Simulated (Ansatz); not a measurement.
Write the native input for Ansatz 0.2.0 that does the following.

| Quantity | Value |
| --- | --- |
| Task | band structure |
| Functional | BLYP |
| Potentials or basis | Ansatz PAW |
| Cutoff | 420 eV (not typed: the program's choice for these potentials) |
| k mesh | 8 × 8 × 8 |
| Occupations | fermi-dirac, width 0.05 eV |
| Spin | no spin polarisation |
| Path | [["G", "X", "W", "K", "G", "L", "U", "W", "L", "K"], ["U", "X"]] |
| Points for each segment of the path | 14 |

The system is InAs.

```
CELL_PARAMETERS angstrom
0.00000 3.01800 3.01800
3.01800 0.00000 3.01800
3.01800 3.01800 0.00000
ATOMIC_POSITIONS crystal
In 0.00000 0.00000 0.00000
As 0.75000 0.75000 0.75000
```

These files were run (other wordings do the same):

input.yaml

```yaml
crystal:
  lattice:
    - [0.0, 3.018, 3.018]
    - [3.018, 0.0, 3.018]
    - [3.018, 3.018, 0.0]
  atoms:
    - { symbol: In, position: [0.0, 0.0, 0.0] }
    - { symbol: As, position: [0.75, 0.75, 0.75] }
hamiltonian:
  xc: blyp
  pseudopotentials: { kind: paw }
kpoints:
  mp_grid: { grid: [8, 8, 8] }
  band_path:
    path:
      - [[0.0, 0.0, 0.0], [0.5, 0.0, 0.5], [0.5, 0.25, 0.75], [0.375, 0.375, 0.75], [0.0, 0.0, 0.0], [0.5, 0.5, 0.5], [0.625, 0.25, 0.625], [0.5, 0.25, 0.75], [0.5, 0.5, 0.5], [0.375, 0.375, 0.75]]
      - [[0.625, 0.25, 0.625], [0.5, 0.0, 0.5]]
    npoints: 14
scf:
  occupations: { method: fermi_dirac, width: 0.05 }
  n_extra_bands: 6
output:
  forces: true
  stress: true
  eigenvalues: true
  fatbands: false
```

Potentials or basis: Ansatz PAW.

The run is started by

```sh
$ ansatz run input.yaml --threads 2 --pin off --max-ram 5632MiB --backend cpu --events-out ev --progress --plain --runs-dir out
```

Results of the run:

```json
{"Pressure": "7.5 GPa", "Band gap on the k mesh": "none (metal or under the smearing width)"}
```

Caveat: spin-orbit coupling is left out, which moves the levels of the heavy elements; the PAW data sets come from PBE, with cores solved anew for the run's functional, which leaves a small shift of forces and pressure; this crystal is a semiconductor, whose small gap the functional closes, so the metal is an error of the method.

Run time: 4.1 s on 2 threads of Intel(R) Xeon(R) Processor @ 2.70GHz (shared host), peak memory 0.38 GiB.
